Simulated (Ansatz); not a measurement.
Mo:

```
Mo
1.0
    -1.58381    1.58381    1.58381
     1.58381   -1.58381    1.58381
     1.58381    1.58381   -1.58381
Mo
1
Direct
  0.00000 0.00000 0.00000
```

Base run:

```yaml
Program: Ansatz 0.2.0
Functional: BPBE
Potentials_or_basis: Ansatz PAW
Cutoff: "420 eV (not typed: the program's choice for these potentials)"
k_mesh: 12 × 12 × 12
Occupations: fermi-dirac, width 0.05 eV
Spin: no spin polarisation
```

Its results: band gap on the k mesh none (metal or under the smearing width); pressure -2.1 GPa.

The run is repeated on the same cell with these changes: functional from BPBE to PBE; k mesh from 12 × 12 × 12 to 7 × 7 × 7. What comes out?

Band gap on the k mesh none (metal or under the smearing width); pressure -1.0 GPa.

Several settings changed at once, so the effect can't be laid on one alone.

Caveats: some runs use coarse meshes; the PAW data sets come from PBE, with cores solved anew for the run's functional, which leaves a small shift of forces and pressure (some runs).
